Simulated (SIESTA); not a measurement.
Runs of SIESTA 5.4.2 on Se. The structure is trigonal, space group P3_121 (No. 152). The conventional cell has a = 4.366 Å, b = 4.366 Å, c = 4.954 Å, α = 90.00°, β = 90.00°, γ = 120.00°. Se (site symmetry 2) is surrounded by 2 Se at 2.37 Å. 

```csv
task,level,potentials or basis,cell,gap on the mesh (eV),pressure (GPa),largest force (eV/Å)
band structure,LDA,"PseudoDojo 0.4 standard (LDA files), DZP (energy shift 0.003 Ry; two zetas on semicore shells)",as given,(c),3.0,(b)
single point,PBEsol,"PseudoDojo 0.4 standard (PBEsol files), DZP (energy shift 0.003 Ry; two zetas on semicore shells)","atoms moved at random, drawn with an rms of 0.05 Å",0.86,4.1,1.69
band structure,AM05,"PseudoDojo 0.4 standard (PBEsol files), DZP (energy shift 0.003 Ry; two zetas on semicore shells)",as given,1.05,4.9,1.37
single point,PBEsol,"PseudoDojo 0.4 standard (PBEsol files), DZP (energy shift 0.003 Ry; two zetas on semicore shells)",as given,1.02,4.4,(a)
band structure,BLYP,"PseudoDojo 0.4 standard (PBE files), DZP (energy shift 0.003 Ry; two zetas on semicore shells)",as given,(d),9.7,1.75
band structure,vdW-DF-cx,"PseudoDojo 0.4 standard (PBE files), DZP (energy shift 0.003 Ry; two zetas on semicore shells)",as given,1.05,5.0,1.58
```

Alike in all rows: no spin polarisation; k mesh 7 × 7 × 6; smearing fermi-dirac 0.05 eV; grid cutoff 500 Ry; energy shift 0.003 Ry.

Q: Estimate the missing entries.

A: (a) 1.51; (b) 1.48; (c) 0.98; (d) 1.07.

Caveats: the basis of atomic orbitals isn't converged, which shifts pressures, moduli and gaps; the mesh misses the band edges, which the band path finds closer together (some runs); the potentials were made for another functional, which shifts forces and pressure (some runs); forces of over 1 eV/Å show positions far from the minimum, so gaps and moduli don't describe the material at rest (some runs); an odd mesh through Γ misses points on the zone boundary, where band edges often lie (some runs).

A k mesh can miss the band edges, and the runs leave out spin-orbit coupling on Se.

Runs at the PBE level aren't shown here.
